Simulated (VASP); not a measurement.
# GaN in VASP: one cell, several levels of theory, part 1 of 2

What does VASP give for rocksalt GaN, under +1.0 % biaxial strain in x and y, free along z, the cell held fixed? Runs: PBE, r2SCAN. The results are then set beside those of Ansatz 0.2.0 for the same cell. This is a trial cell built on a prototype, not taken from a measured structure, and it needn't be the compound's ground state.

Code: VASP 6.6.1. PAW datasets, plane waves. (Calculated; spin-unpolarised; the phase may be known or hypothetical.)

**1. The system as given**

The cell comes from an earlier relaxation with r2SCAN in another program, then strained, with the atoms relaxed again.

It is tetragonal, I4/mmm (No. 139); a = 3.012 Å, c = 4.177 Å in the conventional setting, 9.47 Å³ an atom. Near Ga stand 6 N at 2.09–2.13 Å; near N stand 6 Ga at 2.09–2.13 Å.

The structure in full:

```cif
data_structure
_symmetry_space_group_name_H-M 'I4/mmm'
_symmetry_Int_Tables_number 139
_cell_length_a 3.0117
_cell_length_b 3.0117
_cell_length_c 4.1770
_cell_angle_alpha 90.000
_cell_angle_beta 90.000
_cell_angle_gamma 90.000
_cell_volume 37.89
loop_
_atom_site_label
_atom_site_type_symbol
_atom_site_symmetry_multiplicity
_atom_site_Wyckoff_symbol
_atom_site_fract_x
_atom_site_fract_y
_atom_site_fract_z
_atom_site_occupancy
Ga1 Ga 2 a 0.00000 0.00000 0.00000 1
N1 N 2 b 0.00000 0.00000 0.50000 1
```

**2. Single point with PBE**

INCAR reads:

```
ENCUT = 520.000000
SIGMA = 0.020000
EDIFF = 1.00e-07
GGA = PE
PREC = Accurate
IBRION = -1
ISIF = 2
ISMEAR = -1
NBANDS = 16
NELM = 120
NSW = 0
LASPH = .TRUE.
LCHARG = .TRUE.
LELF = .TRUE.
LWAVE = .FALSE.
LREAL = .FALSE.
```

KPOINTS reads:

```
KPOINTS created by Atomic Simulation Environment
0
Gamma
10 10 10
0 0 0
```

KPOINTS_OPT reads:

```
special points
8
Reciprocal
0.0000000000 0.0000000000 0.0000000000 1
0.5000000000 0.0000000000 0.5000000000 1
0.6250000000 0.2500000000 0.6250000000 1
0.3750000000 0.3750000000 0.7500000000 1
0.5000000000 0.5000000000 0.5000000000 1
0.5000000000 0.2500000000 0.7500000000 1
0.0026040000 0.1796880000 -0.1770830000 1
0.5000000000 0.5000000000 0.0000000000 1
```

POSCAR reads:

```
Ga N
 1.0000000000000000
     0.0000000000000000    2.1296003866000000    2.0885085120000002
     2.1296003866000000    0.0000000000000000    2.0885085120000002
     2.1296003866000000    2.1296003866000000    0.0000000000000000
 Ga  N
   1   1
Cartesian
  0.0000000000000000  0.0000000000000000  0.0000000000000000
  2.1296003865999995  2.1296003865999995  2.0885085120000002
```

The run uses the recommended PBE PAW datasets (18 valence electrons a neutral cell).

Launch:

```sh
$ mpirun -np 1 vasp_std
```

Standard output, without the iteration lines:

```text
POSCAR found type information on POSCAR GaN
 POSCAR found :  2 types and       2 ions
 LDA part: xc-table for (Slater+PW92), standard interpolation
 POSCAR, INCAR and KPOINTS ok, starting setup
 FFT: planning ... GRIDC
 FFT: planning ... GRID_SOFT
 FFT: planning ... GRID
 WAVECAR not read
 entering main loop
 Start KPOINTS_OPT (optional k-point list driver)
k-point batch [1-8\8]
```

OSZICAR:

```text
N       E                     dE             d eps       ncg     rms          rms(c)
DAV:   1     0.744381997801E+02    0.74438E+02   -0.92258E+03  3768   0.212E+03
DAV:   2    -0.860086457005E+01   -0.83039E+02   -0.77257E+02  3760   0.322E+02
DAV:   3    -0.129756242101E+02   -0.43748E+01   -0.43620E+01  3832   0.637E+01
DAV:   4    -0.130143764947E+02   -0.38752E-01   -0.38747E-01  4088   0.627E+00
DAV:   5    -0.130148160161E+02   -0.43952E-03   -0.43952E-03  3936   0.600E-01    0.734E+00
DAV:   6    -0.112148077590E+02    0.18000E+01   -0.43698E+00  4776   0.397E+01    0.239E+00
DAV:   7    -0.112068987759E+02    0.79090E-02   -0.22752E-01  3912   0.521E+00    0.157E+00
DAV:   8    -0.111938773280E+02    0.13021E-01   -0.32634E-02  3680   0.214E+00    0.533E-01
DAV:   9    -0.111920130903E+02    0.18642E-02   -0.66556E-03  3912   0.189E+00    0.117E-01
DAV:  10    -0.111920276375E+02   -0.14547E-04   -0.58978E-04  3840   0.295E-01    0.220E-02
DAV:  11    -0.111920204460E+02    0.71915E-05   -0.43364E-05  4096   0.723E-02    0.103E-02
DAV:  12    -0.111920223066E+02   -0.18606E-05   -0.26909E-06  4064   0.290E-02    0.384E-03
DAV:  13    -0.111920222165E+02    0.90150E-07   -0.23266E-07  3512   0.456E-03
   1 F= -.11192022E+02 E0= -.11192022E+02  d E =-.421850E-07
       N       E                     dE             ncg
DAV:   1     0.276180842620E+04   -0.56636E+04      296
DAV:   2     0.213318051914E+04   -0.62863E+03      304
DAV:   3     0.210025183281E+04   -0.32929E+02      296
DAV:   4     0.210000008230E+04   -0.25175E+00      336
DAV:   5     0.209999710446E+04   -0.29778E-02      304
DAV:   6     0.209999701795E+04   -0.86514E-04      344
DAV:   7     0.209999701594E+04   -0.20075E-05      336
DAV:   8     0.209999701589E+04   -0.52140E-07      256
```

The lines after F= are the extra pass for the points of KPOINTS_OPT, at fixed density; their E is not a total energy.

From OUTCAR:

```text
k-points           NKPTS =    102   k-points in BZ     NKDIM =    102   number of bands    NBANDS=     16

   NELECT =      18.0000    total number of electrons

   dimension x,y,z NGX =    24 NGY =   24 NGZ =   24
   dimension x,y,z NGXF=    48 NGYF=   48 NGZF=   48

  energy-cutoff  :      520.00
  volume of cell :       18.94
      direct lattice vectors                 reciprocal lattice vectors
     0.000000000  2.129600387  2.088508512    -0.234785833  0.234785833  0.239405297
     2.129600387  0.000000000  2.088508512     0.234785833 -0.234785833  0.239405297
     2.129600387  2.129600387  0.000000000     0.234785833  0.234785833 -0.239405297

 k-points in reciprocal lattice and weights: KPOINTS created by Atomic Simulation Env
   0.00000000  0.00000000  0.00000000       0.001
   0.10000000  0.00000000  0.00000000       0.008
   0.20000000  0.00000000  0.00000000       0.008
   0.30000000  0.00000000  0.00000000       0.008
   0.40000000  0.00000000  0.00000000       0.008
   0.50000000  0.00000000  0.00000000       0.004
   0.10000000  0.10000000  0.00000000       0.002
   0.20000000  0.10000000  0.00000000       0.008
[... 94 more k-points ...]

 E-fermi :   8.0983

 k-point     1 :       0.0000    0.0000    0.0000
  band No.  band energies     occupation
      1      -9.4166      2.00000
      2      -6.1398      2.00000
      3      -6.1398      2.00000
      4      -6.1307      2.00000
      5      -6.0573      2.00000
      6      -6.0286      2.00000
      7       7.2235      2.00000
      8       7.4056      2.00000
      9       7.4056      2.00000
     10      10.0528      0.00000
     11      22.5098      0.00000
     12      22.5098      0.00000
     13      22.6640      0.00000
     14      23.3563      0.00000
     15      23.3563      0.00000
     16      23.9344      0.00000

 k-point     2 :       0.1000    0.0000    0.0000
  band No.  band energies     occupation
      1      -9.2227      2.00000
      2      -6.1449      2.00000
      3      -6.1311      2.00000
      4      -6.1232      2.00000
      5      -6.0671      2.00000
      6      -6.0433      2.00000
      7       6.1506      2.00000
      8       7.3230      2.00000
      9       7.4173      2.00000
     10      11.0215      0.00000
     11      20.1158      0.00000
     12      21.5397      0.00000
     13      21.9242      0.00000
     14      23.4826      0.00000
     15      23.6862      0.00000
     16      24.0153      0.00000

 k-point     3 :       0.2000    0.0000    0.0000
  band No.  band energies     occupation
      1      -8.6609      2.00000
      2      -6.1645      2.00000
      3      -6.1591      2.00000
      4      -6.1416      2.00000
      5      -6.0414      2.00000
      6      -6.0369      2.00000
      7       4.1253      2.00000
      8       7.4102      2.00000
      9       7.4572      2.00000
     10      12.2961      0.00000
     11      18.0490      0.00000
     12      19.7444      0.00000
     13      20.2248      0.00000
     14      23.3202      0.00000
     15      24.8360      0.00000
     16      24.9045      0.00000

 k-point     4 :       0.3000    0.0000    0.0000
  band No.  band energies     occupation
      1      -7.8088      2.00000
      2      -6.2231      2.00000
      3      -6.2101      2.00000
      4      -6.1864      2.00000
      5      -5.9847      2.00000
      6      -5.9791      2.00000
      7       2.0628      2.00000
      8       7.5268      2.00000
      9       7.5433      2.00000
     10      12.8309      0.00000
     11      17.1491      0.00000
     12      18.1609      0.00000
     13      18.6305      0.00000
     14      23.3872      0.00000
     15      26.6672      0.00000
     16      26.6822      0.00000

 k-point     5 :       0.4000    0.0000    0.0000
  band No.  band energies     occupation
      1      -6.8765      2.00000
      2      -6.2771      2.00000
      3      -6.2668      2.00000
      4      -6.2148      2.00000
      5      -5.9372      2.00000
      6      -5.9252      2.00000
      7       0.3557      2.00000
      8       7.6017      2.00000
      9       7.6724      2.00000
     10      12.6702      0.00000
     11      17.1087      0.00000
     12      17.1180      0.00000
     13      17.5549      0.00000
     14      23.8504      0.00000
     15      28.9919      0.00000
     16      29.0408      0.00000

 k-point     6 :       0.5000    0.0000    0.0000
  band No.  band energies     occupation
      1      -6.3419      2.00000
      2      -6.2978      2.00000
      3      -6.2938      2.00000
      4      -6.2884      2.00000
      5      -5.9187      2.00000
      6      -5.9043      2.00000
      7      -0.3784      2.00000
      8       7.6355      2.00000
      9       7.7276      2.00000
     10      12.5251      0.00000
     11      16.7395      0.00000
     12      17.1451      0.00000
     13      17.2185      0.00000
     14      24.1768      0.00000
     15      30.9183      0.00000
     16      30.9635      0.00000

 k-point     7 :       0.1000    0.1000    0.0000
  band No.  band energies     occupation
      1      -9.1498      2.00000
      2      -6.1486      2.00000
      3      -6.1187      2.00000
      4      -6.1187      2.00000
      5      -6.0841      2.00000
      6      -6.0460      2.00000
      7       6.1699      2.00000
      8       7.1439      2.00000
      9       7.1439      2.00000
     10      11.3899      0.00000
     11      20.3816      0.00000
     12      21.1635      0.00000
     13      21.3175      0.00000
     14      21.3175      0.00000
     15      25.6513      0.00000
     16      25.6513      0.00000

 k-point     8 :       0.2000    0.1000    0.0000
  band No.  band energies     occupation
      1      -8.7155      2.00000
      2      -6.1691      2.00000
      3      -6.1477      2.00000
      4      -6.1157      2.00000
      5      -6.0702      2.00000
      6      -6.0227      2.00000
      7       4.7047      2.00000
      8       6.9432      2.00000
      9       7.1825      2.00000
     10      12.5165      0.00000
     11      18.4232      0.00000
     12      19.1763      0.00000
     13      20.5189      0.00000
     14      21.9383      0.00000
     15      26.0150      0.00000
     16      26.6839      0.00000

 k-point     9 :       0.3000    0.1000    0.0000
  band No.  band energies     occupation
      1      -7.9954      2.00000
      2      -6.2176      2.00000
      3      -6.1706      2.00000
      4      -6.1621      2.00000
      5      -5.9876      2.00000
      6      -5.9664      2.00000
      7       2.7650      2.00000
      8       6.8904      2.00000
      9       7.2583      2.00000
     10      13.2939      0.00000
     11      16.7193      0.00000
     12      18.1944      0.00000
     13      19.2797      0.00000
     14      22.8509      0.00000
     15      26.4275      0.00000
     16      28.0216      0.00000

 k-point    10 :       0.4000    0.1000    0.0000
  band No.  band energies     occupation
      1      -7.2225      2.00000
      2      -6.2709      2.00000
      3      -6.2218      2.00000
      4      -6.1291      2.00000
      5      -5.9169      2.00000
      6      -5.8227      2.00000
      7       0.9616      2.00000
      8       7.0103      2.00000
      9       7.1571      2.00000
     10      13.3637      0.00000
     11      15.6967      0.00000
     12      18.1075      0.00000
     13      18.2051      0.00000
     14      23.8016      0.00000
     15      27.5531      0.00000
     16      29.9920      0.00000

 k-point    11 :       0.5000    0.1000    0.0000
  band No.  band energies     occupation
      1      -6.8294      2.00000
      2      -6.3053      2.00000
      3      -6.2645      2.00000
      4      -6.0667      2.00000
      5      -5.9012      2.00000
      6      -5.5355      2.00000
      7      -0.1405      2.00000
      8       6.9044      2.00000
      9       7.2642      2.00000
     10      13.2321      0.00000
     11      15.3150      0.00000
     12      17.3352      0.00000
     13      18.4897      0.00000
     14      24.7604      0.00000
     15      28.7800      0.00000
     16      30.9639      0.00000

 k-point    12 :      -0.4000    0.1000    0.0000
  band No.  band energies     occupation
      1      -6.9176      2.00000
      2      -6.3011      2.00000
      3      -6.2721      2.00000
      4      -6.0753      2.00000
      5      -5.9276      2.00000
      6      -5.5892      2.00000
      7       0.1488      2.00000
      8       6.6084      2.00000
      9       7.5531      2.00000
     10      13.3291      0.00000
     11      15.4541      0.00000
     12      17.1503      0.00000
     13      18.5377      0.00000
     14      25.0792      0.00000
     15      28.5826      0.00000
     16      29.5643      0.00000

[... the tables of k-points 13 to 102 left out ...]

  Total        0.6405724      0.6405724      1.0930029      0.0000000     -0.0000000      0.0000000
  in kB       54.1771701     54.1771701     92.4420166      0.0000000     -0.0000000      0.0000000
  external PRESSURE =      66.9321189 kB  Pullay stress =       0.0000000 kB

 POSITION                                       TOTAL-FORCE (eV/Angst)
 -----------------------------------------------------------------------------------
      0.00000      0.00000      0.00000         0.000000      0.000000      0.000000
      2.12960      2.12960      2.08851         0.000000      0.000000      0.000000
 -----------------------------------------------------------------------------------
    total drift:                                0.000000     -0.000000     -0.000000

  FREE ENERGIE OF THE ION-ELECTRON SYSTEM (eV)
  ---------------------------------------------------
  free  energy   TOTEN  =       -11.1920222165 eV

  energy  without entropy=      -11.1920221743  energy(sigma->0) =      -11.19202220
```

Hardware: 1 MPI rank of Intel Xeon Platinum 8488C, shared host.

The levels at the points of KPOINTS_OPT are read from vasprun.xml.

Band energies at the special points (eV, zero at the top of v, the last band that the electrons fill by count):

```tsv
point	v−1	v	c	c+1
Γ	-0.47	-0.47	2.18	14.63
X	-3.15	-2.87	0.62	7.88
U	-5.76	-2.08	3.23	8.96
K	-5.69	-2.22	2.98	8.83
L	-0.24	-0.15	4.65	8.86
W	-5.36	-4.56	4.97	9.71
```

The PBE gap is 0.42 eV and indirect ((0.00, 0.18, -0.18) to (0.50, 0.50, 0.00)), with 2.65 eV as the least direct one. Pressure: 6.69 GPa; the forces vanish within 0.01 eV/Å.

The maps below are laid out on this run's own conventional cell (a, b, c = 3.012, 3.012, 4.177 Å).

Density in a lattice plane of the grid's cell (edges 3.01 and 4.18 Å, at 0.000 of the third edge), which holds Ga and N.

Values in e/Å³, 12 rows by 8 columns:
```
10.31  5.76  0.78  0.20  0.15  0.20  0.78  5.76
 2.44  1.26  0.28  0.14  0.11  0.14  0.28  1.26
 0.59  0.44  0.23  0.12  0.09  0.12  0.23  0.44
 1.28  0.88  0.37  0.16  0.11  0.16  0.37  0.88
 3.15  2.14  0.69  0.24  0.15  0.24  0.69  2.14
 3.63  3.06  0.93  0.29  0.18  0.29  0.93  3.06
 3.15  2.14  0.69  0.24  0.15  0.24  0.69  2.14
 1.28  0.88  0.37  0.16  0.11  0.16  0.37  0.88
 0.59  0.44  0.23  0.12  0.09  0.12  0.23  0.44
 2.44  1.26  0.28  0.14  0.11  0.14  0.28  1.26
10.31  5.76  0.78  0.20  0.15  0.20  0.78  5.76
16.64  9.59  1.42  0.24  0.18  0.24  1.42  9.59
```
Columns run along the first of these edges and rows up along the second, over one cell in 8 and 12 even steps from the bottom left corner. Atoms in the plane (fractional): Ga at (0.00, 0.00), N at (0.00, 0.50).

ELF in the same plane.

Values, 12 rows by 8 columns:
```
0.04 0.08 0.22 0.14 0.11 0.14 0.22 0.08
0.23 0.23 0.17 0.09 0.07 0.09 0.17 0.23
0.44 0.38 0.23 0.08 0.04 0.08 0.23 0.38
0.81 0.76 0.53 0.17 0.06 0.17 0.53 0.76
0.59 0.78 0.74 0.31 0.11 0.31 0.74 0.78
0.07 0.65 0.80 0.38 0.13 0.38 0.80 0.65
0.59 0.78 0.74 0.31 0.11 0.31 0.74 0.78
0.81 0.76 0.53 0.17 0.06 0.17 0.53 0.76
0.44 0.38 0.23 0.08 0.04 0.08 0.23 0.38
0.23 0.23 0.17 0.09 0.07 0.09 0.17 0.23
0.04 0.08 0.22 0.14 0.11 0.14 0.22 0.08
0.22 0.03 0.21 0.15 0.13 0.15 0.21 0.03
```
Columns run along the first of these edges and rows up along the second, over one cell in 8 and 12 even steps from the bottom left corner. Atoms in the plane (fractional): Ga at (0.00, 0.00), N at (0.00, 0.50).

Both are smooth fields of the valence electrons: close to the nuclei they are not physical.

The highest ELF values outside the cores: 0.83 in the shell around N, 0.7 Å from N.

(Continued in part 2 of 2.)
